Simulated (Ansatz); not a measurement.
# Ti under changes of volume

One of the cells (17.020 Å³/atom); the others are scaled copies at fixed shape and fractional positions:

```
Ti
1.0
     4.56737    0.00000    0.00000
    -2.28369    3.95546    0.00000
     0.00000    0.00000    2.82624
Ti
3
Direct
  0.66667 0.33333 0.50000
  0.33333 0.66667 0.50000
  0.00000 0.00000 0.00000
```

This isn't the form of Ti at room conditions, which is hcp.

| Property | Result |
| --- | --- |
| Program | Ansatz 0.2.0 |
| Functional | LDA |
| Potentials or basis | all-electron LAPW, scalar-relativistic |
| Cutoff | 241 eV (chosen from the basis error) |
| Basis error allowed | 0.002 eV/atom |
| k mesh | 7 × 7 × 9 |
| Occupations | fermi-dirac, width 0.05 eV |
| Spin | no spin polarisation |

| volume (Å³/atom) | energy over the lowest point (meV/atom) | pressure (GPa) |
| --- | --- | --- |
| 15.999 | 0.00 | -1.2 |
| 16.339 | 5.21 | -3.7 |
| 16.679 | ? | ? |
| 17.020 | 30.45 | -8.0 |
| 17.360 | 49.58 | -9.9 |
| 17.701 | 72.51 | -11.6 |
| 18.041 | 98.88 | -13.1 |

Problem. What does the run at 16.679 Å³/atom give?

Solution. Energy over the lowest point 15.53 meV/atom; pressure -6.0 GPa.

Worked out: A Birch-Murnaghan fit of order 3 (a polynomial in V^(-2/3)) to the other rows has its minimum at 15.85 Å³/atom, just outside them, with B0 = V·E''(V) = 128 GPa and B' = 3.6 at fixed shape and positions, which overstates the stiffness. It gives 15.50 meV/atom at 16.679 Å³/atom, against the run's 15.53, and -dE/dV = -6.0 GPa, against -6.0.

Energies are extrapolated to zero smearing.
